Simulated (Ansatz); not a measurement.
The system is Cu.

```
Cu
1.0
     0.00000    1.80750    1.80750
     1.80750    0.00000    1.80750
     1.80750    1.80750    0.00000
Cu
1
Direct
  0.00000 0.00000 0.00000
```

A run of Ansatz 0.2.0 on this cell left the log below. Logs are shortened: lines on timing, memory, paths and dates and some standing lists are left out, and cuts for length are marked.

```text
Warning: RAYON_NUM_THREADS=1 ignored (pool sized by the plan → 1); use --threads N
Engine: ansatz 0.2.0, x86_64-unknown-linux-gnu
Pseudopotentials: kind: paw
Pseudopotential: Cu, paw, valence charge 19, recommended cutoff 420 eV (normal), Cu.paw.azcp
Functional definition: PBE
  parameter kappa = 0.804
  parameter beta = 0.06672455060314922
  exchange = pbe_x(kappa = kappa, mu = beta*pi^2/3)
  correlation = pbe_c(beta = beta)
Crystal: 1 atoms, lattice volume = 11.810 Å³
Basis set: ecut = 420 eV, 259 PW (Γ), exchange–correlation on 36×36×36 points (8 copies of the dense FFT grid, shifted against one another)
Bands: 14, of which v1, the nominal top of the filled ones, is band 10 counted from 1 (9 counted from 0)
Symmetry: 48 space group operations
Space group: Fm-3m (ITA 225), of the structure as read, at distance tolerance 2.3e-5 Å
k-points: 84 of 2197
Non-local potential: Cu, projectors of the file, l = 0: 3, l = 1: 2, l = 2: 3, l = 3: 1
PAW form: soft (Blöchl's): semilocal exchange-correlation on the pseudo side does not see the compensation charge
PAW one-centre angular grid: Cu, 590 points (default); XC on 64 Gauss nodes
Initial density: superposition of atomic densities (neutral atoms: chi_scale 0, normalization atom), corrected by the library's trained network
Initial wavefunctions: pseudopotential atomic-orbital guess
Functional: x = pbe(κ = 0.804, μ = 0.2195149727645171), c = pbe(β = 0.06672455060314922)
SCF iter   1: F=—  HF=-6625.175672 eV  |F-HF|=—  |Δ(HF+E_count)|=         —  Δρ=7.24e-4  dr2=1.37e-5  ethr=1.77e-3  ⟨swp⟩=5.7  Hψ=5943  notcnv=0
preconditioner: auto → none  [insulator: Δε(μ)=0.196 eV  Ē_g=17.015 eV  σ=0.050 eV  W_gap=0.53  n_scr=0 (ndim 8)  ℏωp=35.8 eV  f_vac=0.000  D(μ)=0.32/eV (n_scr^D=0)  ε∞_Penn≈5.4]
SCF iter   2: F=—  HF=-6625.175793 eV  |F-HF|=—  |Δ(HF+E_count)|=   1.22e-4  Δρ=3.88e-4  dr2=4.86e-6  ethr=7.23e-8  ⟨swp⟩=3.2  Hψ=3098  notcnv=0
SCF iter   3: F=—  HF=-6625.175806 eV  |F-HF|=—  |Δ(HF+E_count)|=   1.25e-5  Δρ=1.48e-4  dr2=6.78e-7  ethr=2.56e-8  ⟨swp⟩=2.0  Hψ=1595  notcnv=0
iter 4 did not close the SCF: its close was put off for the readings that it lacked (scf_convergence_deferred on its scf_iter line)
SCF iter   4: F=-6625.175807 eV  HF=-6625.175807 eV  |F-HF|=3.10e-9  |Δ(HF+E_count)|=   1.65e-6  Δρ=8.92e-6  dr2=1.79e-9  ethr=3.57e-9  ⟨swp⟩=2.2  Hψ=1592  notcnv=0
iter 5 did not close the SCF: its close was put off for the readings that it lacked (scf_convergence_deferred on its scf_iter line)
SCF iter   5: F=-6625.175807 eV  HF=-6625.175807 eV  |F-HF|=9.90e-10  |Δ(HF+E_count)|=   6.45e-9  Δρ=1.96e-6  dr2=1.23e-10  ethr=9.42e-12  ⟨swp⟩=2.0  Hψ=1869  notcnv=0
SCF iter   6: F=-6625.175807 eV  HF=-6625.175807 eV  |F-HF|=3.64e-12  |Δ(HF+E_count)|=  2.73e-12  Δρ=7.09e-8  dr2=2.43e-13  ethr=1.00e-12  ⟨swp⟩=1.6  Hψ=3759  notcnv=0
SCF 1 converged in 6 iterations: F = -6625.175807 eV  dr2 = 2.43e-13
  greatest PAW one-centre occupation: 1.000 electrons in one spin orbital (limit 2), on the Cu atom at site 0 (counted from 0), in its partial waves of l = 0
SCF converged after 6 iterations
Free energy (F): -6625.175807 eV
Harris-Foulkes:  -6625.175807 eV  (|F-HF|=3.64e-12)
Internal energy: -6625.173094 eV  (E = F + TS)
E sigma→0 (E₀):  -6625.174451 eV
Entropy (-TS):   -0.002713 eV (-2.713 meV/atom)
Fermi energy:    16.946939 eV
--- Per-component energies (eV) ---
  E_band       = -359.426511
  E_kinetic    = 299.940335
  E_local      = -4050.170711  (includes V_loc(G=0)·N_el)
  E_nonlocal   = 389.683630
  E_hartree    = 1784.166930
  E_xc         = -89.597956
  E_vxc        = -115.627687  (∫ρ·V_xc dr)
  E_paw        = -1662.741920  (= ΣΔE_a)
  E_vpaw       = -451.586267  (= ΣTr[D̂ρ^β])
  E_aug_tail   = 0.000295  (compensation charges beyond the density's cutoff)
  E_ewald      = -3296.453696
  E_smearing   = -0.002713  (= −TS)
  E_closure    = -0.000000  (closes the sum)
  Σ components = -6625.175807   (vs F -6625.175807, Δ=0.00e0)
--- Forces (eV/Å), atoms counted from 1 ---
  atom   1  Cu    -0.00000000     0.00000000     0.00000000
  max |Σ_I F_I| component: 4.52e-32 eV/Å
--- Stress (GPa, compression-positive) ---
        1.667565       0.000000       0.000000
        0.000000       1.667565       0.000000
        0.000000       0.000000       1.667565
  P = ⅓ Tr σ = 1.6676 GPa (16.676 kbar)
--- Band table (eV; the first three rows and the last of 84) ---
  k-point 0: bands = ["-95.8137", "-53.1253", "-53.1253", "-53.1253", "7.3572", "13.7616", "13.7616", "13.7616", "14.5944", "14.5944", "39.3746", "41.8735", "41.8735", "41.8735"]
  k-point 1: bands = ["-95.8128", "-53.1314", "-53.1262", "-53.1262", "7.5727", "13.7160", "13.8019", "13.8019", "14.5791", "14.5791", "37.8875", "40.2410", "41.2611", "41.2611"]
  k-point 2: bands = ["-95.8106", "-53.1485", "-53.1287", "-53.1287", "8.2046", "13.6043", "13.8891", "13.8891", "14.5648", "14.5648", "34.0297", "39.8390", "40.3439", "40.3439"]
  k-point 83: bands = ["-95.7955", "-53.2013", "-53.1925", "-53.1655", "12.6393", "13.1137", "13.3546", "14.5663", "15.2837", "21.6300", "23.5888", "25.5611", "26.0284", "43.8730"]
```

**Question.** What input gives this log?

**Answer.** Single point with PBE, no spin polarisation. The files as run (others can give the same):

input.yaml
```yaml
crystal:
  lattice:
    - [0.0, 1.8075, 1.8075]
    - [1.8075, 0.0, 1.8075]
    - [1.8075, 1.8075, 0.0]
  atoms:
    - { symbol: Cu, position: [0.0, 0.0, 0.0] }
hamiltonian:
  xc: pbe
  pseudopotentials: { kind: paw }
kpoints:
  mp_grid: { grid: [13, 13, 13] }
scf:
  occupations: { method: fermi_dirac, width: 0.05 }
output:
  forces: true
  stress: true
  eigenvalues: true
```

Potentials or basis: Ansatz PAW.
Run with:
```bash
$ ansatz run input.yaml --threads 1 --pin off --max-ram 2560MiB --backend cpu --events-out ev --progress --plain --runs-dir out
```
